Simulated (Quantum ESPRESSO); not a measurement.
Y:

```
CELL_PARAMETERS angstrom
3.64740 0.00000 0.00000
-1.82370 3.15874 0.00000
0.00000 0.00000 5.73060
ATOMIC_POSITIONS crystal
Y 0.66667 0.33333 0.75000
Y 0.33333 0.66667 0.25000
```

Base run:

```yaml
Program: Quantum ESPRESSO 7.5
Functional: PBE
Potentials_or_basis: PseudoDojo 0.4 FR PBE standard
Cutoff: 980 eV
Density_cutoff: 3918 eV
k_mesh: 8 × 8 × 5
Occupations: fermi-dirac, width 0.05 eV
Spin: spin-orbit coupling, no magnetisation
```

Its results: band gap on the k mesh none (metal or under the smearing width); pressure -0.1 GPa.

Problem. The run is repeated on the same cell with these changes: k mesh from 8 × 8 × 5 to 4 × 4 × 2. What comes out?

Solution. Band gap on the k mesh none (metal or under the smearing width); pressure 0.7 GPa.

Caveats: some runs use coarse meshes; some levels on the path didn't converge (some runs).

Not every run made on this cell is shown here.
